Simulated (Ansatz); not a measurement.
In$_{2}$Sb: do energies and stresses tell the same story?

Computed with Ansatz 0.2.0, DFT r2SCAN, scalar-relativistic, plane waves, PAW.

Plane waves to 500 eV, a k mesh through Γ of 12×12×6 on the computed 6-atom cell and Gaussian smearing (0.10 eV); no spin polarisation.

Relaxed cell: P6_3/mmc, a = 5.415 Å, b = 5.415 Å, c = 6.447 Å, α = 90.00°, β = 90.00°, γ = 120.00°, 6 atoms in the primitive cell. Whether it is the stable form of this composition wasn't checked.

Energies at zero smearing and pressures from the stress tensor, at volumes with shape and atoms relaxed:
```json
{"V (Å³/atom)": "24.017", "E − E(first) (meV/atom)": "0.00", "P (GPa)": "7.66"}
{"V (Å³/atom)": "24.835", "E − E(first) (meV/atom)": "-32.30", "P (GPa)": "5.14"}
{"V (Å³/atom)": "25.654", "E − E(first) (meV/atom)": "-52.94", "P (GPa)": "3.07"}
{"V (Å³/atom)": "26.473", "E − E(first) (meV/atom)": "-64.14", "P (GPa)": "1.40"}
{"V (Å³/atom)": "27.292", "E − E(first) (meV/atom)": "-67.60", "P (GPa)": "0.00"}
{"V (Å³/atom)": "28.110", "E − E(first) (meV/atom)": "-64.47", "P (GPa)": "-1.18"}
{"V (Å³/atom)": "28.929", "E − E(first) (meV/atom)": "-55.85", "P (GPa)": "-2.16"}
{"V (Å³/atom)": "30.021", "E − E(first) (meV/atom)": "-37.26", "P (GPa)": "-3.24"}
```

Q: Check P = −dE/dV between neighbouring volumes, and get the bulk modulus from the pressures alone.

A: With 1 eV/Å³ = 160.2 GPa:
```
middle V (Å³/atom)  −ΔE/ΔV (GPa) mean P (GPa)
            24.426         6.321         6.398
            25.245         4.039         4.105
            26.064         2.191         2.237
            26.882         0.679         0.698
            27.701        -0.613        -0.591
            28.520        -1.687        -1.672
            29.475        -2.729        -2.702
```

The two differ by 0.08 GPa at most. The mean of two end pressures misses the average over a step by about ΔV² P″/12, up to 0.04 GPa here; with that taken off 0.03 GPa remains. The stress is the derivative of the free energy, not of the energy at zero smearing, and with free energies 0.01 GPa remains. Around V = 27.292 Å³/atom, the two neighbours give B = −V ΔP/ΔV = 27.292 × 2.58 / 1.637 = 43.0 GPa, against B0 = 42.8 GPa from the Birch–Murnaghan fit of the energies.